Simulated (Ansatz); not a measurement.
Ge:

```xyz
2
Lattice="1.4881 -2.5947 0.0000 1.4881 2.5947 0.0000 0.0000 0.0000 4.7276" Properties=species:S:1:pos:R:3 pbc="T T T"
Ge    1.4881    0.8643    1.1819
Ge    1.4881   -0.8643    3.5457
```

This isn't the form of Ge at room conditions, which is diamond.

| Property | Result |
| --- | --- |
| Program | Ansatz 0.2.0 |
| Task | relaxation of cell and atoms |
| Functional | B3LYP |
| Potentials or basis | Ansatz PAW |
| Cutoff | 420 eV (not typed: the program's choice for these potentials) |
| k mesh | 5 × 5 × 3 |
| Occupations | fermi-dirac, width 0.05 eV |
| Spin | no spin polarisation |

At the start: volume 18.25 Å³/atom.

Problem. How do energy, volume and symmetry change on relaxing?

Solution. It ends after 16 steps and the volume is 20.67 Å³/atom (+13.2 %); space group Fmmm (No. 69, to 0.05 Å).

The path:
```tsv
step	energy change (eV)	largest force (eV/Å)	volume (Å³)
1	0.0000	0.0820	36.51
2	-0.1411	0.0778	40.28
3	-0.1526	0.0544	41.45
4	-0.1547	0.0225	41.27
5	-0.1556	0.0038	41.62
6	-0.1572	0.0037	41.62
7	-0.1572	0.0030	41.66
8	-0.1694	0.1410	41.72
9	-0.1981	0.0111	42.41
10	-0.2038	0.0126	41.67
11	-0.2048	0.0086	41.30
12	-0.2051	0.0059	41.27
13	-0.2054	0.0019	41.31
14	-0.2055	0.0005	41.33
15	-0.2055	0.0000	41.34
16	-0.2054	0.0001	41.34
```

Final structure:
```
CELL_PARAMETERS angstrom
1.53408 -2.68184 0.00000
1.53408 2.68184 0.00000
0.00000 0.00000 5.02392
ATOMIC_POSITIONS crystal
Ge 0.24981 0.75019 0.25000
Ge 0.75019 0.24981 0.75000
```

Caveat: the k mesh is coarse (spacing up to 0.49 Å⁻¹), so the values aren't converged, least of all with exact exchange; the plane-wave basis is chosen anew once the cell has moved, so the energies of steps on either side of that aren't comparable; the PAW data sets come from PBE, with cores solved anew for the run's functional, which leaves a small shift of forces and pressure.
